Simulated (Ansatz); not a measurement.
**SiSe$_{2}$: projected DOS by orbital**

```xyz
6
Lattice="-2.8800 3.0150 4.8800 2.8800 -3.0150 4.8800 2.8800 3.0150 -4.8800" Properties=species:S:1:pos:R:3 pbc="T T T"
Si    0.0000    0.0000    2.4400
Si    0.0000    0.0000    7.3200
Se    4.5965    0.7296    0.0000
Se   -1.7165    2.2854    4.8800
Se    1.1635    0.7296    4.8800
Se    1.7165    2.2854    0.0000
```

Atom numbers follow the list: Si1, Si2, Se3, Se4, Se5, Se6.

The geometry is COD entry 7222931, unchecked; take it as a test cell.

All numbers below come from DFT, PBE, all-electron LAPW, scalar-relativistic in Ansatz 0.2.0.

Sampling and basis: a Γ-centred 5×5×6 k mesh, Fermi–Dirac smearing of 0.02 eV, basis error target 1 meV/atom, no spin polarisation; this mesh doesn't keep the crystal's whole symmetry, which leaves small spurious terms.

States per eV for one atom of each kind, in 0.4 eV bins named by their centres, from the Fermi level, projected on a minimal set of Löwdin-orthogonalised atomic shells; orbitals are real harmonics on the Cartesian axes, equal curves share a column, and empty bins are left out, as is all above 6.0 eV, near the top of the computed bands.

Si1 3p:

```
# E all pz px py
-13.9 0.12 0.11 0.01 0.00
-13.5 0.07 0.06 0.00 0.00
-13.1 0.02 0.02 0.00 0.00
-12.3 0.10 0.00 0.07 0.02
-11.9 0.05 0.00 0.02 0.02
-7.9 0.02 0.01 0.00 0.00
-7.5 0.03 0.02 0.01 0.01
-7.1 0.02 0.02 0.00 0.00
-6.7 0.03 0.03 0.00 0.00
-5.5 0.06 0.04 0.01 0.01
-5.1 0.18 0.12 0.02 0.04
-4.7 0.27 0.22 0.02 0.04
-4.3 0.19 0.16 0.01 0.02
-3.9 0.19 0.12 0.04 0.04
-3.5 0.47 0.10 0.26 0.12
-3.1 0.58 0.10 0.34 0.13
-2.7 0.54 0.08 0.22 0.25
-2.3 0.26 0.08 0.07 0.11
-1.9 0.05 0.03 0.00 0.02
-1.5 0.09 0.06 0.01 0.03
-1.1 0.15 0.07 0.02 0.06
-0.7 0.17 0.03 0.04 0.09
-0.3 0.47 0.03 0.22 0.22
0.1 1.45 0.04 0.64 0.77
0.5 0.78 0.03 0.29 0.46
0.9 0.75 0.04 0.16 0.56
1.3 0.98 0.04 0.16 0.79
1.7 0.53 0.02 0.24 0.27
2.1 1.10 0.06 0.73 0.31
2.5 1.35 0.27 0.78 0.29
2.9 1.09 0.71 0.30 0.08
3.3 0.79 0.65 0.09 0.05
3.7 0.68 0.59 0.05 0.04
4.1 0.37 0.32 0.03 0.03
4.5 0.09 0.08 0.00 0.00
4.9 0.03 0.03 0.00 0.00
5.3 0.02 0.01 0.00 0.00
5.7 0.02 0.01 0.01 0.00
```

Se3 4p:

```
# E all pz px py
-13.9 0.06 0.00 0.03 0.03
-13.5 0.04 0.00 0.02 0.02
-13.1 0.01 0.00 0.01 0.01
-12.3 0.06 0.00 0.03 0.03
-11.9 0.02 0.00 0.01 0.01
-8.3 0.04 0.04 0.00 0.00
-7.9 0.15 0.15 0.00 0.00
-7.5 0.19 0.18 0.01 0.00
-7.1 0.08 0.06 0.02 0.01
-6.7 0.19 0.07 0.07 0.04
-6.3 0.03 0.01 0.02 0.01
-5.5 0.28 0.01 0.13 0.14
-5.1 0.62 0.06 0.25 0.31
-4.7 0.67 0.15 0.26 0.26
-4.3 0.50 0.10 0.21 0.18
-3.9 0.50 0.12 0.17 0.22
-3.5 0.78 0.32 0.22 0.24
-3.1 1.01 0.53 0.25 0.24
-2.7 1.12 0.66 0.22 0.25
-2.3 0.98 0.44 0.30 0.25
-1.9 0.33 0.05 0.17 0.11
-1.5 0.45 0.08 0.18 0.19
-1.1 0.79 0.13 0.32 0.35
-0.7 0.63 0.17 0.23 0.22
-0.3 0.52 0.19 0.19 0.15
0.1 0.49 0.12 0.17 0.20
0.5 0.63 0.04 0.28 0.31
0.9 0.85 0.06 0.41 0.38
1.3 0.76 0.11 0.40 0.25
1.7 0.36 0.04 0.16 0.16
2.1 0.37 0.12 0.07 0.17
2.5 0.36 0.22 0.04 0.11
2.9 0.22 0.16 0.04 0.03
3.3 0.18 0.15 0.02 0.01
3.7 0.19 0.18 0.01 0.00
4.1 0.11 0.11 0.00 0.00
4.5 0.03 0.03 0.00 0.00
4.9 0.01 0.01 0.00 0.00
5.7 0.01 0.01 0.00 0.00
```

Si1 3s:

```
# E all
-13.9 0.07
-13.5 0.03
-13.1 0.01
-12.3 0.01
-8.3 0.14
-7.9 0.62
-7.5 0.90
-7.1 0.43
-6.7 0.97
-6.3 0.22
-5.5 0.01
-5.1 0.04
-4.7 0.05
-4.3 0.04
-3.9 0.07
-3.5 0.09
-3.1 0.12
-2.7 0.11
-2.3 0.13
-1.9 0.06
-1.5 0.10
-1.1 0.15
-0.7 0.18
-0.3 0.16
0.1 0.08
0.5 0.01
0.9 0.01
1.3 0.01
1.7 0.01
2.1 0.01
2.5 0.01
2.9 0.01
3.3 0.02
3.7 0.01
4.1 0.01
```

Se3 4s:

```
# E all
-13.9 0.70
-13.5 0.42
-13.1 0.16
-12.3 1.46
-11.9 0.88
-7.5 0.01
-7.1 0.02
-6.7 0.06
-6.3 0.02
-5.5 0.01
-5.1 0.02
-4.7 0.03
-4.3 0.03
-3.9 0.02
-3.5 0.03
-3.1 0.03
-2.7 0.03
-2.3 0.02
-1.9 0.01
-1.5 0.02
-1.1 0.02
-0.7 0.01
-0.3 0.01
0.1 0.02
0.5 0.02
0.9 0.02
1.3 0.01
1.7 0.01
2.1 0.01
2.5 0.02
2.9 0.03
3.3 0.02
3.7 0.01
```
